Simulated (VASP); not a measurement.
# InP (F-43m) in VASP: a series of runs

The runs below take InP through single point, with r2SCAN.

Program: VASP 6.6.1. These are calculated values, not measurements. Logs are shortened: lines on timing, memory, paths and dates and some standing lists are left out, and cuts for length are marked.

**What was measured.**

A printed reference work, data compilation reports, for a bulk crystal of InP at 1.6 K: band gap 1.4236 eV (direct).

The runs below are set against these values where they give the same quantity.

### 1 The cell of the first run

It takes space group F-43m (No. 216, cubic). Conventional cell: a = 5.861 Å, b = 5.861 Å, c = 5.861 Å, α = 90.00°, β = 90.00°, γ = 90.00°. Within 3.3 Å of In (site symmetry -43m) lie 4 P at 2.54 Å. Within 3.3 Å of P (site symmetry -43m) lie 4 In at 2.54 Å.

### 2 Single point, r2SCAN

Contents of POSCAR:

```
InP
1.0
    0.0000000000      2.9305005221      2.9305005221
    2.9305005221      0.0000000000      2.9305005221
    2.9305005221      2.9305005221      0.0000000000
In P
1 1
Direct
    0.0000000000      0.0000000000      0.0000000000
    0.7500000000      0.7500000000      0.7500000000
```

Contents of INCAR.step1:

```
  ALGO = Normal
  EDIFF = 1E-4
  ENCUT = 520
  GGA = PE
  ISMEAR = 0
  LASPH = T
  LCHARG = F
  LREAL = F
  LWAVE = T
  NBANDS = 16
  NELM = 100
  PREC = Accurate
  SIGMA = 0.05
```

Contents of INCAR.step2:

```
  ALGO = Normal
  EDIFF = 1E-6
  ENCUT = 520
  ISIF = 2
  ISMEAR = 0
  ISTART = 1
  LASPH = T
  LCHARG = T
  LELF = T
  LMIXTAU = T
  LREAL = F
  LVHAR = T
  LWAVE = F
  METAGGA = R2SCAN
  NBANDS = 16
  NELM = 100
  PREC = Accurate
  SIGMA = 0.05
```

Contents of KPOINTS:

```
k-points
0
Gamma
  10 10 10
```

Potentials or basis: VASP PAW PBE potentials, release 64 (In_d, P).

Launch:

```console
> cat potpaw_PBE.64/In_d/POTCAR potpaw_PBE.64/P/POTCAR > POTCAR
> cp INCAR.step1 INCAR
> mpirun -np 1 vasp_std > vasp.out
> cp INCAR.step2 INCAR
> mpirun -np 1 vasp_std > vasp.out
```

OUTCAR:

```text
EDIFF = 1E-6
   ENCUT = 520
   ISIF = 2
   ISMEAR = 0
   ISTART = 1
   LASPH = T
   LREAL = F
   METAGGA = R2SCAN
   NELM = 100
   PREC = Accurate

 ion  position               nearest neighbor table
   1  0.000  0.000  0.000-   2 2.54   2 2.54   2 2.54   2 2.54
   2  0.750  0.750  0.750-   1 2.54   1 2.54   1 2.54   1 2.54

  LATTYP: Found a face centered cubic cell.
 ALAT       =     5.8610010442

  Lattice vectors:

 A1 = (   0.0000000000,   2.9305005221,   2.9305005221)
 A2 = (   2.9305005221,   0.0000000000,   2.9305005221)
 A3 = (   2.9305005221,   2.9305005221,   0.0000000000)

Analysis of symmetry for initial positions (statically):
=====================================================================
 Subroutine PRICEL returns:
 Original cell was already a primitive cell.

 Routine SETGRP: Setting up the symmetry group for a
 face centered cubic supercell.

 Subroutine GETGRP returns: Found 24 space group operations
 (whereof 24 operations were pure point group operations)
 out of a pool of 48 trial point group operations.

The static configuration has the point symmetry T_d .

Analysis of symmetry for dynamics (positions and initial velocities):
=====================================================================
 Subroutine PRICEL returns:
 Original cell was already a primitive cell.

 Routine SETGRP: Setting up the symmetry group for a
 face centered cubic supercell.

 Subroutine GETGRP returns: Found 24 space group operations
 (whereof 24 operations were pure point group operations)
 out of a pool of 48 trial point group operations.

The dynamic configuration has the point symmetry T_d .

 Subroutine INISYM returns: Found 24 space group operations
 (whereof 24 operations are pure point group operations),
 and found     1 'primitive' translations

----------------------------------------------------------------------------------------

                                     Primitive cell

  volume of cell :      50.3333

  direct lattice vectors                    reciprocal lattice vectors
     0.000000000  2.930500522  2.930500522    -0.170619318  0.170619318  0.170619318
     2.930500522  0.000000000  2.930500522     0.170619318 -0.170619318  0.170619318
     2.930500522  2.930500522  0.000000000     0.170619318  0.170619318 -0.170619318

  length of vectors
     4.144353583  4.144353583  4.144353583     0.295521327  0.295521327  0.295521327

  position of ions in fractional coordinates (direct lattice)
[... 79 lines left out ...]
   EDIFF  = 0.1E-05   stopping-criterion for ELM
   LREAL  =      F    real-space projection
   EDIFFG = 0.1E-04   stopping-criterion for IOM
   NSW    =      0    number of steps for IOM
   IBRION =     -1    ionic relax: 0-MD 1-quasi-New 2-CG
   NFREE  =      0    steps in history (QN), initial steepest desc. (CG)
   ISIF   =      2    stress and relaxation
   ISYM   =      2    0-nonsym 1-usesym 2-fastsym
   POTIM  = 0.5000    time-step for ionic-motion
   TEBEG  =    0.0;   TEEND  =   0.0 temperature during run
   PSTRESS=    0.0 pullay stress
   NELECT =      18.0000    total number of electrons
   NUPDOWN=      -1.0000    fix difference up-down
   EMIN   =  10.00;   EMAX   =-10.00  energy-range for DOS
   EFERMI =   0.00;   METHOD = LEGACY
   ISMEAR =     0;   SIGMA  =   0.05  broadening in eV -4-tet -1-fermi 0-gaus
   EFERMI_NEDOS =   21; number of points for ismear=-14 and -15
   IALGO  =     38    algorithm
   IMIX   =      4    mixing-type and parameters
     AMIX     =   0.40;   BMIX     =  1.00
     AMIX_MAG =   1.60;   BMIX_MAG =  1.00
  volume/ion in A,a.u.               =      25.17       169.83
  Fermi-wavevector in a.u.,A,eV,Ry     =   1.162021  2.195901 18.371839  1.350292
  Thomas-Fermi vector in A             =   2.298586
   LORBIT       =      0    0 simple, 1 ext, 2 COOP (PROOUT), +10 PAW based schemes
   METAGGA = R2SCAN    functional components
   LHFCALC =     F    Hartree Fock is set to
   AEXX    =    0.0000 exact exchange contribution
   IVDW    =     0    specifies the selected vdW correction
   LEPSILON=     F    determine dielectric tensor
   LRPA    =     F    only Hartree local field effects (RPA)
 non-spin polarized calculation
 Gauss-broadening in eV      SIGMA  =   0.05
  energy-cutoff  :      520.00
  volume of cell :       50.33
 maximum number of plane-waves:      1380
   NGX = 15   NGY = 15   NGZ = 15

 number of electron      18.0000005 magnetization

 Free energy of the ion-electron system (eV)
  ---------------------------------------------------
  ext. energy  EPLUGINS =         0.00000000
  ---------------------------------------------------
  free energy    TOTEN  =       -32.29291069 eV

  energy without entropy =      -32.29291069  energy(sigma->0) =      -32.29291069

 E-fermi :   5.2915     XC(G=0):  -9.8820

 val. band max:        5.0110867377   @ k =   0.0000   0.0000   0.0000
 cond. band min:       6.1806059784   @ k =   0.0000   0.0000   0.0000
 fundamental gap:      1.1695192407
 Fermi energy:         5.2915486225

 k-point     1 :       0.0000    0.0000    0.0000
  band No.  band energies     occupation
      1      -9.6432      2.00000
      2      -9.6432      2.00000
      3      -9.6432      2.00000
      4      -9.4637      2.00000
      5      -9.4637      2.00000
      6      -6.9893      2.00000
[... 433 lines left out ...]
      3      -9.5564      2.00000
      4      -9.5009      2.00000
      5      -9.4352      2.00000
      6      -5.2366      2.00000
[... 8 lines left out ...]
     15      16.1873      0.00000
     16      18.4440      0.00000

 [... further k-points ...]

------------------------ aborting loop because EDIFF is reached ----------------------------------------

  FORCE on cell =-STRESS in cart. coord.  units (eV):
  Direction    XX          YY          ZZ          XY          YZ          ZX
  --------------------------------------------------------------------------------------
  -------------------------------------------------------------------------------------
  Total        0.4970185      0.4970185      0.4970185      0.0000000      0.0000000     -0.0000000
  in kB       15.8207751     15.8207751     15.8207751      0.0000000      0.0000000     -0.0000000
  external PRESSURE =      15.8207751 kB  Pullay stress =       0.0000000 kB

 VOLUME and BASIS-vectors are now :
 -----------------------------------------------------------------------------
  energy-cutoff  :      520.00
  volume of cell :       50.33
      direct lattice vectors                 reciprocal lattice vectors
     0.000000000  2.930500522  2.930500522    -0.170619318  0.170619318  0.170619318
     2.930500522  0.000000000  2.930500522     0.170619318 -0.170619318  0.170619318
     2.930500522  2.930500522  0.000000000     0.170619318  0.170619318 -0.170619318

 POSITION                                       TOTAL-FORCE (eV/Angst)
 -----------------------------------------------------------------------------------
      0.00000      0.00000      0.00000         0.000000      0.000000      0.000000
      4.39575      4.39575      4.39575        -0.000000     -0.000000     -0.000000
 -----------------------------------------------------------------------------------
    total drift:                                0.000002      0.000002      0.000002

  FREE ENERGIE OF THE ION-ELECTRON SYSTEM (eV)
  ---------------------------------------------------
  free  energy   TOTEN  =       -32.2929106905 eV

  energy  without entropy=      -32.2929106905  energy(sigma->0) =      -32.29291069
```

OSZICAR.step1:

```text
N       E                     dE             d eps       ncg     rms          rms(c)
DAV:   1     0.111668434444E+03    0.11167E+03   -0.83772E+03  1504   0.125E+03
DAV:   2    -0.164718244497E+01   -0.11332E+03   -0.10866E+03  1688   0.295E+02
DAV:   3    -0.860682683023E+01   -0.69596E+01   -0.69302E+01  1960   0.723E+01
DAV:   4    -0.879554169556E+01   -0.18871E+00   -0.18865E+00  1960   0.129E+01
DAV:   5    -0.880404953006E+01   -0.85078E-02   -0.85077E-02  2216   0.222E+00    0.569E+00
DAV:   6    -0.841063661766E+01    0.39341E+00   -0.62100E-01  2368   0.129E+01    0.342E+00
DAV:   7    -0.838129255842E+01    0.29344E-01   -0.16147E-01  2224   0.319E+00    0.126E+00
DAV:   8    -0.838163774642E+01   -0.34519E-03   -0.15610E-02  1872   0.148E+00    0.330E-01
DAV:   9    -0.838225001052E+01   -0.61226E-03   -0.12973E-03  1952   0.386E-01    0.157E-01
DAV:  10    -0.838239827674E+01   -0.14827E-03   -0.23759E-04  1848   0.209E-01    0.954E-02
DAV:  11    -0.838247515311E+01   -0.76876E-04   -0.13733E-04  1744   0.106E-01
   1 F= -.83824752E+01 E0= -.83824752E+01  d E =-.864053E-13
```

It took 39 s on 1 thread of Intel Xeon 6975P-C (Granite Rapids), shared host; peak memory 0.2 GiB.

What came out:

- Free energy: -32.2929 eV
- Pressure: 1.6 GPa
- Band gap on the k mesh: 1.17 eV, direct

Caveat: the PAW data sets were made with another functional, which shifts forces and pressure a little; spin-orbit coupling is left out, which moves the levels of the heavy elements.

### 3 Single point, r2SCAN

POSCAR is that of step 2.

Contents of INCAR.step1:

```
SYSTEM = InP
PREC = Accurate ; ENCUT = 520
ISMEAR = 0 ; SIGMA = 0.05
LREAL = .False. ; LASPH = .True.
NELM = 60 ; NBANDS = 16
GGA = PE ; ALGO = Normal
EDIFF = 1E-4 ; LWAVE = .True.
LCHARG = .False.
```

Contents of INCAR.step2:

```
SYSTEM = InP
PREC = Accurate ; ENCUT = 520
EDIFF = 1E-6 ; ISMEAR = 0
SIGMA = 0.05 ; LREAL = .False.
LASPH = .True. ; NELM = 60
ALGO = Normal ; ISIF = 2
LWAVE = .False. ; LCHARG = .True.
METAGGA = R2SCAN ; LMIXTAU = .True.
LELF = .True. ; LVHAR = .True.
NBANDS = 16 ; ISTART = 1
```

Contents of KPOINTS:

```
Automatic mesh
0
Gamma
  10 10 10
  0 0 0
```

Potentials or basis: VASP PAW PBE potentials, release 64 (In_d, P).

Launch:

```console
> cat potpaw_PBE.64/In_d/POTCAR potpaw_PBE.64/P/POTCAR > POTCAR
> cp INCAR.step1 INCAR
> mpirun -np 1 vasp_std > vasp.out
> cp INCAR.step2 INCAR
> mpirun -np 1 vasp_std > vasp.out
```

OUTCAR:

```text
SYSTEM = InP
   PREC = Accurate
   ENCUT = 520
   EDIFF = 1E-6
   ISMEAR = 0
   LREAL = .False.
   LASPH = .True.
   NELM = 60
   ISIF = 2
   METAGGA = R2SCAN
   ISTART = 1

 ion  position               nearest neighbor table
   1  0.000  0.000  0.000-   2 2.54   2 2.54   2 2.54   2 2.54
   2  0.750  0.750  0.750-   1 2.54   1 2.54   1 2.54   1 2.54

  LATTYP: Found a face centered cubic cell.
 ALAT       =     5.8610010442

  Lattice vectors:

 A1 = (   0.0000000000,   2.9305005221,   2.9305005221)
 A2 = (   2.9305005221,   0.0000000000,   2.9305005221)
 A3 = (   2.9305005221,   2.9305005221,   0.0000000000)

Analysis of symmetry for initial positions (statically):
=====================================================================
 Subroutine PRICEL returns:
 Original cell was already a primitive cell.

 Routine SETGRP: Setting up the symmetry group for a
 face centered cubic supercell.

 Subroutine GETGRP returns: Found 24 space group operations
 (whereof 24 operations were pure point group operations)
 out of a pool of 48 trial point group operations.

The static configuration has the point symmetry T_d .

Analysis of symmetry for dynamics (positions and initial velocities):
[... 155 lines left out ...]
  free energy    TOTEN  =       -32.29291069 eV

  energy without entropy =      -32.29291069  energy(sigma->0) =      -32.29291069

 E-fermi :   5.2915     XC(G=0):  -9.8820

 val. band max:        5.0110867377   @ k =   0.0000   0.0000   0.0000
 cond. band min:       6.1806059784   @ k =   0.0000   0.0000   0.0000
 fundamental gap:      1.1695192407
 Fermi energy:         5.2915486225

 k-point     1 :       0.0000    0.0000    0.0000
  band No.  band energies     occupation
      1      -9.6432      2.00000
      2      -9.6432      2.00000
      3      -9.6432      2.00000
      4      -9.4637      2.00000
      5      -9.4637      2.00000
      6      -6.9893      2.00000
[... 433 lines left out ...]
      3      -9.5564      2.00000
      4      -9.5009      2.00000
      5      -9.4352      2.00000
      6      -5.2366      2.00000
[... 8 lines left out ...]
     15      16.1873      0.00000
     16      18.4440      0.00000

 [... further k-points ...]
[... 5 lines left out ...]
  --------------------------------------------------------------------------------------
  -------------------------------------------------------------------------------------
  Total        0.4970185      0.4970185      0.4970185      0.0000000      0.0000000     -0.0000000
  in kB       15.8207751     15.8207751     15.8207751      0.0000000      0.0000000     -0.0000000
  external PRESSURE =      15.8207751 kB  Pullay stress =       0.0000000 kB

 VOLUME and BASIS-vectors are now :
 -----------------------------------------------------------------------------
  energy-cutoff  :      520.00
  volume of cell :       50.33
      direct lattice vectors                 reciprocal lattice vectors
     0.000000000  2.930500522  2.930500522    -0.170619318  0.170619318  0.170619318
     2.930500522  0.000000000  2.930500522     0.170619318 -0.170619318  0.170619318
     2.930500522  2.930500522  0.000000000     0.170619318  0.170619318 -0.170619318

 POSITION                                       TOTAL-FORCE (eV/Angst)
 -----------------------------------------------------------------------------------
      0.00000      0.00000      0.00000         0.000000      0.000000      0.000000
      4.39575      4.39575      4.39575        -0.000000     -0.000000     -0.000000
 -----------------------------------------------------------------------------------
    total drift:                                0.000002      0.000002      0.000002

  FREE ENERGIE OF THE ION-ELECTRON SYSTEM (eV)
  ---------------------------------------------------
  free  energy   TOTEN  =       -32.2929106905 eV

  energy  without entropy=      -32.2929106905  energy(sigma->0) =      -32.29291069
```

OSZICAR.step1:

```text
N       E                     dE             d eps       ncg     rms          rms(c)
DAV:   1     0.111668434444E+03    0.11167E+03   -0.83772E+03  1504   0.125E+03
DAV:   2    -0.164718244497E+01   -0.11332E+03   -0.10866E+03  1688   0.295E+02
DAV:   3    -0.860682683023E+01   -0.69596E+01   -0.69302E+01  1960   0.723E+01
DAV:   4    -0.879554169556E+01   -0.18871E+00   -0.18865E+00  1960   0.129E+01
DAV:   5    -0.880404953006E+01   -0.85078E-02   -0.85077E-02  2216   0.222E+00    0.569E+00
DAV:   6    -0.841063661766E+01    0.39341E+00   -0.62100E-01  2368   0.129E+01    0.342E+00
DAV:   7    -0.838129255842E+01    0.29344E-01   -0.16147E-01  2224   0.319E+00    0.126E+00
DAV:   8    -0.838163774642E+01   -0.34519E-03   -0.15610E-02  1872   0.148E+00    0.330E-01
DAV:   9    -0.838225001052E+01   -0.61226E-03   -0.12973E-03  1952   0.386E-01    0.157E-01
DAV:  10    -0.838239827674E+01   -0.14827E-03   -0.23759E-04  1848   0.209E-01    0.954E-02
DAV:  11    -0.838247515311E+01   -0.76876E-04   -0.13733E-04  1744   0.106E-01
   1 F= -.83824752E+01 E0= -.83824752E+01  d E =-.864053E-13
```

Run time: 40 s. Hardware: 1 thread of Intel Xeon 6975P-C (Granite Rapids), shared host; peak memory 0.2 GiB.

Results:

- Free energy: -32.2929 eV
- Pressure: 1.6 GPa
- Band gap on the k mesh: 1.17 eV, direct

Levels at points of the mesh, in eV from the valence-band top:
```csv
k point,band 6,band 7,band 8,band 9,band 10,band 11,band 12,band 13
"(0.00, 0.00, 0.00)",-12.00,0.00,0.00,0.00,1.17,4.44,4.44,4.44
"(0.50, 0.00, 0.00)",-10.19,-5.88,-1.01,-1.01,1.87,5.16,5.16,7.55
"(0.50, 0.50, 0.00)",-9.52,-5.88,-2.41,-2.41,2.01,2.55,9.89,10.32
```

Caveat: the PAW data sets were made with another functional, which shifts forces and pressure a little; spin-orbit coupling is left out, which moves the levels of the heavy elements. r2SCAN opens gaps a little over a GGA but as a rule still falls short of measured ones.

### 4 Comparison with measurements

Step 2. A measured gap of InP is 1.4236 eV (direct; 1.6 K; a printed reference work, data compilation); the calculated 1.17 eV misses it by -0.25 eV. Spin-orbit coupling on In is left out. The value is that of r2SCAN, without temperature or zero-point motion.
